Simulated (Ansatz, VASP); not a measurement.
HfO2: VASP beside Ansatz

```
Hf O
1.0
     0.20706    2.62973    2.62973
     2.62973    0.20706    2.62973
     2.62973    2.62973    0.20706
Hf O
1 2
Direct
  0.00000 0.00000 0.00000
  0.25000 0.25000 0.25000
  0.75000 0.75000 0.75000
```

Alike in both runs: task single point; functional PBEsol; k mesh 8 × 8 × 8; occupations gaussian, width 0.05 eV; no spin polarisation.

```csv
,VASP,Ansatz
version,VASP 6.6.1,Ansatz 0.2.0
potentials or method,"VASP PAW PBE potentials, release 64 (Hf_pv, O)","scalar-relativistic, plane waves, PAW"
plane-wave cutoff (eV),520,520
valence electrons in the cell,22,38
```

|  | VASP | Ansatz | Ansatz less VASP |
| --- | --- | --- | --- |
| gap on the k mesh at the Fermi level (eV) | 3.84 | 3.81 | -0.026 |
| least direct gap on the mesh (eV) | 3.84 | 3.81 | -0.026 |
| pressure (GPa) | 0.3 | 4.1 | +3.75 |
| largest component of the traceless stress (GPa) | 5.20 | 5.47 | +0.274 |
| rms of the force components (eV/Å) | 0.273 | 0.311 | +0.0375 |

Atom by atom the forces differ by 0.038 eV/Å (rms over components). The two sets of potentials don't hold the same shells in valence. Ansatz warned: «pseudo_functional_mismatch».

Caveats: the PAW data sets were made with another functional, which shifts forces and pressure a little (VASP); spin-orbit coupling is left out, which moves the levels of the heavy elements. A k mesh can miss the band edges.
